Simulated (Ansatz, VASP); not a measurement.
# Si in VASP and in Ansatz

```
Si
1.0
     0.00000    2.71850    2.71850
     2.71850    0.00000    2.71850
     2.71850    2.71850    0.00000
Si
2
Cartesian
  2.7185 2.7185 2.7185
  4.0777 4.0777 4.0777
```

Alike in both runs: task relaxation of cell and atoms; functional LDA; k mesh 8 × 8 × 8; occupations gaussian, width 0.02 eV; no spin polarisation.

|  | VASP | Ansatz |
| --- | --- | --- |
| version | VASP 6.6.1 | Ansatz 0.2.0 |
| potentials or method | VASP PAW LDA potentials, release 64 (Si) | scalar-relativistic, plane waves, PAW |
| plane-wave cutoff (eV) | 600 | 600 |
| valence electrons in the cell | 8 | 8 |

|  | VASP | Ansatz | Ansatz less VASP |
| --- | --- | --- | --- |
| gap on the k mesh at the Fermi level, each at its own relaxed structure (eV) | 0.49 | 0.49 | +0.001 |
| relaxed volume (Å³/atom) | 19.72 | 19.70 | -0.017 |
| relaxed cell length with the largest relative difference (Å) | 3.821 | 3.820 | -0.0011 |
| energy change over the relaxation (meV/atom) | -2 | -2 | -0.2 |

Ansatz warned: «pseudo_functional_mismatch».

LDA usually gives volumes a few per cent too small. Zero-point motion and thermal expansion aren't in these numbers.
